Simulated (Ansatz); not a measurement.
Equation of state of Br

```xyz
1
Lattice="0.0000 2.3617 2.3617 2.3617 0.0000 2.3617 2.3617 2.3617 0.0000" Properties=species:S:1:pos:R:3 pbc="T T T"
Br    0.0000    0.0000    0.0000
```

The structure comes from a relaxation in the same program, started in the fcc type, and has space group Fm-3m. Whether it is a known phase or the ground state wasn't checked.

Methods: DFT, PBE, all-electron LAPW, scalar-relativistic (Ansatz 0.2.0); DFT, PBE, PAW with Ansatz's default frozen-core files, scalar-relativistic (Ansatz 0.2.0).

For LAPW: a Γ-centred 16×16×16 k mesh, Fermi–Dirac smearing of 0.03 eV, basis error target 0.25 meV/atom, no spin polarisation. PAW takes a cutoff of 420 eV at this cell. The Ansatz runs share mesh, smearing and spin set-up. Plane-wave (PAW) pressures include the program's estimate of the Pulay term.

The cell above is scaled evenly, with fractional coordinates and shape held.

| V/V(cell) | V (Å³/atom) | P, LAPW (GPa) | P, PAW (GPa) | free energy over the lowest listed, PAW (meV/atom) |
| --- | --- | --- | --- | --- |
| 0.9500 | 25.027 | 1.64 | 1.62 | 6.2 |
| 0.9750 | 25.685 | 0.74 | 0.73 | 1.4 |
| 1.0000 | 26.344 | -0.02 | -0.03 | 0.0 |
| 1.0250 | 27.003 | -0.67 | -0.68 | 1.5 |
| 1.0500 | 27.661 | -1.22 | -1.22 | 5.4 |

Q: What do Birch–Murnaghan fits to the pressures give?

A: LAPW: V0 = 26.33 Å³/atom, B0 = 28 GPa, B0′ = 5.5; PAW: V0 = 26.32 Å³/atom, B0 = 28 GPa, B0′ = 5.5.

PAW's V0 lies -0.03 % from the all-electron value and its B0 -0.1 %. Symmetry fixes shape and coordinates here, so this is the relaxed modulus.
